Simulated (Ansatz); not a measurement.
Runs of Ansatz 0.2.0 on Si. Symmetry: Fd-3m, No. 227, cubic system. The conventional cell has a = 5.444 Å, b = 5.444 Å, c = 5.444 Å, α = 90.00°, β = 90.00°, γ = 90.00°. Si (site symmetry -43m) has 4 Si at 2.36 Å as nearest neighbours. 

```tsv
task	level	cell	k mesh	cutoff (eV)	smearing	basis error allowed	gap on the mesh (eV)	pressure (GPa)	relaxed volume (Å³/atom)
single point	PBE	as given	8 × 8 × 8	218	gaussian 0.013 eV	0.001 eV/atom	0.63	1.3	-
single point	PBE	as given	6 × 6 × 6	182	fermi-dirac 0.03 eV	0.003 eV/atom	0.72	(c)	-
single point	PBEsol	as given	8 × 8 × 8	218	gaussian 0.1 eV	0.001 eV/atom	0.52	-0.6	-
single point	PBE	as given	8 × 8 × 8	218	gaussian 0.026 eV	0.001 eV/atom	0.63	1.3	-
band structure	RPBE	as given	8 × 8 × 8	217	fermi-dirac 0.05 eV	0.001 eV/atom	0.69	2.9	-
relaxation of cell and atoms	revPBE+D3(BJ)	relaxed	8 × 8 × 8	-	fermi-dirac 0.05 eV	0.001 eV/atom	0.62	0.0	19.61
band structure	PBEsol	as given	8 × 8 × 8	218	fermi-dirac 0.05 eV	0.001 eV/atom	0.52	-0.6	-
relaxation of cell and atoms	PBE+D4	relaxed	8 × 8 × 8	-	fermi-dirac 0.05 eV	0.001 eV/atom	(a)	0.0	(b)
```

Alike in all rows: potentials or basis all-electron LAPW, scalar-relativistic; no spin polarisation.

Task: Fill in the values left out.

Result: (a) 0.60; (b) 19.89; (c) 1.4.

A k mesh can miss the band edges.
